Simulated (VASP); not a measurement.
Method: PBE GGA, VASP's PBE PAW potentials (set 64) (plane waves; VASP).

A VASP calculation is set up with these files.

### INCAR
```
# general
SYSTEM  = CoPt
PREC    = Accurate
ENCUT   = 520
LREAL   = .FALSE.
LASPH   = .TRUE.   # aspherical one-centre terms

# electronic loop
EDIFF   = 1E-7   # SCF stop (eV)
NELM    = 100   # most electronic steps
ALGO    = Normal   # blocked Davidson
LMAXMIX = 6

# smearing
ISMEAR  = -5   # tetrahedra, Bloechl

# functional
GGA     = PE

# spin
ISPIN   = 2
MAGMOM  = 1.9 0.4

# ions
ISIF    = 2   # forces and stress, cell fixed

# output
LWAVE   = .FALSE.
LCHARG  = .TRUE.
LORBIT  = 11
NEDOS   = 601   # DOS grid
```

File KPOINTS:
```
Regular mesh
0
Gamma
15 15 11
0 0 0
```

**POSCAR**
```
CoPt
1
    2.6937212347     0.0000000000     0.0000000000
    0.0000000000     2.6937212347     0.0000000000
   -0.0000000000     0.0000000000     3.7168379638
Co Pt
1 1
Direct
  0.0000000000   0.0000000000   0.0000000000
  0.5000000000   0.5000000000   0.5000000000
```

POTCAR, in this order: Co Pt (PBE.64 set). Program: vasp_std.

What VASP printed:

### OUTCAR
```
 ion  position               nearest neighbor table
   1  0.000  0.000  0.000-   2 2.66   2 2.66   2 2.66   2 2.66   2 2.66   2 2.66   2 2.66   2 2.66
  LATTYP: Found a simple tetragonal cell.
 ALAT       =     2.6937212347
 C/A-ratio  =     1.3798153706
 Subroutine PRICEL returns:
 Original cell was already a primitive cell.
 Subroutine GETGRP returns: Found 16 space group operations
The static configuration has the point symmetry D_4h.
The dynamic configuration has the point symmetry D_4h.
The overall configuration has the point symmetry D_4h.
 Subroutine INISYM returns: Found 16 space group operations
 Subroutine IBZKPT returns following result:
 Found    216 irreducible k-points:

 Following reciprocal coordinates:
            Coordinates               Weight
  0.000000  0.000000  0.000000      1.000000
  0.066667  0.000000  0.000000      4.000000
  0.133333  0.000000  0.000000      4.000000
  0.200000  0.000000  0.000000      4.000000
  0.266667  0.000000  0.000000      4.000000
  0.333333  0.000000  0.000000      4.000000
  0.400000  0.000000  0.000000      4.000000
  0.466667  0.000000  0.000000      4.000000
...
```

**OSZICAR**
```
       N       E                     dE             d eps       ncg     rms          rms(c)
DAV:   1     0.102356964619E+03    0.10236E+03   -0.88533E+03 12256   0.149E+03
DAV:   2    -0.105368189659E+02   -0.11289E+03   -0.10465E+03 12762   0.286E+02
DAV:   3    -0.146764183386E+02   -0.41396E+01   -0.40069E+01 13992   0.664E+01
DAV:   4    -0.147290957842E+02   -0.52677E-01   -0.52664E-01 14432   0.649E+00
DAV:   5    -0.147305912406E+02   -0.14955E-02   -0.14968E-02 15026   0.117E+00    0.164E+01
DAV:   6    -0.166951830975E+02   -0.19646E+01   -0.16414E+01 12378   0.980E+01    0.240E+01
DAV:   7    -0.134186328574E+02    0.32766E+01   -0.10124E+01 15140   0.925E+01    0.785E+00
DAV:   8    -0.133827713842E+02    0.35861E-01   -0.47964E-01 13822   0.991E+00    0.379E+00
DAV:   9    -0.133129616264E+02    0.69810E-01   -0.11670E-01 16750   0.828E+00    0.106E+00
DAV:  10    -0.133123565480E+02    0.60508E-03   -0.17839E-02 17734   0.178E+00    0.407E-01
DAV:  11    -0.133118895741E+02    0.46697E-03   -0.15493E-03 16240   0.927E-01    0.185E-01
DAV:  12    -0.133117869516E+02    0.10262E-03   -0.27959E-04 16870   0.269E-01    0.767E-02
DAV:  13    -0.133117694365E+02    0.17515E-04   -0.38564E-05 16536   0.125E-01    0.471E-02
DAV:  14    -0.133117455559E+02    0.23881E-04   -0.67741E-05 17022   0.107E-01    0.261E-02
DAV:  15    -0.133117435505E+02    0.20054E-05   -0.12382E-05 17594   0.436E-02    0.108E-02
DAV:  16    -0.133117434598E+02    0.90684E-07   -0.97048E-07 16040   0.197E-02
   1 F= -.13311743E+02 E0= -.13311743E+02  d E =0.000000E+00  mag=     2.2564
```

**OUTCAR**
```
------------------------ aborting loop because EDIFF is reached ----------------------------------------
  FORCE on cell =-STRESS in cart. coord.  units (eV):
  Direction    XX          YY          ZZ          XY          YZ          ZX
  --------------------------------------------------------------------------------------
  Total       -0.0203537     -0.0203537      0.0055110      0.0000000     -0.0000000      0.0000000
  in kB       -1.2091351     -1.2091351      0.3273846      0.0000000     -0.0000000      0.0000000
  external PRESSURE =      -0.6969619 kB  Pullay stress =       0.0000000 kB
  volume of cell :       26.97
      direct lattice vectors                 reciprocal lattice vectors
     2.693721235  0.000000000  0.000000000     0.371233663  0.000000000  0.000000000
     0.000000000  2.693721235  0.000000000     0.000000000  0.371233663  0.000000000
     0.000000000  0.000000000  3.716837964     0.000000000  0.000000000  0.269045896
 POSITION                                       TOTAL-FORCE (eV/Angst)
 -----------------------------------------------------------------------------------
      0.00000      0.00000      0.00000         0.000000      0.000000      0.000000
      1.34686      1.34686      1.85842         0.000000      0.000000      0.000000
 -----------------------------------------------------------------------------------
    total drift:                               -0.000000      0.000000      0.000000
  FREE ENERGIE OF THE ION-ELECTRON SYSTEM (eV)
  ---------------------------------------------------
  free  energy   TOTEN  =       -13.3117434598 eV

  energy  without entropy=      -13.3117434598  energy(sigma->0) =      -13.31174346

 total charge

# of ion       s       p       d       tot
------------------------------------------
    1        0.408   0.433   7.202   8.043
    2        0.710   0.656   8.038   9.405
--------------------------------------------------
tot          1.118   1.090  15.240  17.448

 magnetization (x)

# of ion       s       p       d       tot
------------------------------------------
    1       -0.002  -0.014   1.910   1.894
    2       -0.014  -0.053   0.448   0.382
--------------------------------------------------
tot         -0.015  -0.067   2.359   2.276
```
(Selected blocks of OUTCAR.)

For a metal the tetrahedron method with Blöchl corrections gives inexact stress and forces.

The compound is CoPt in the L1_0 structure. It was relaxed first.
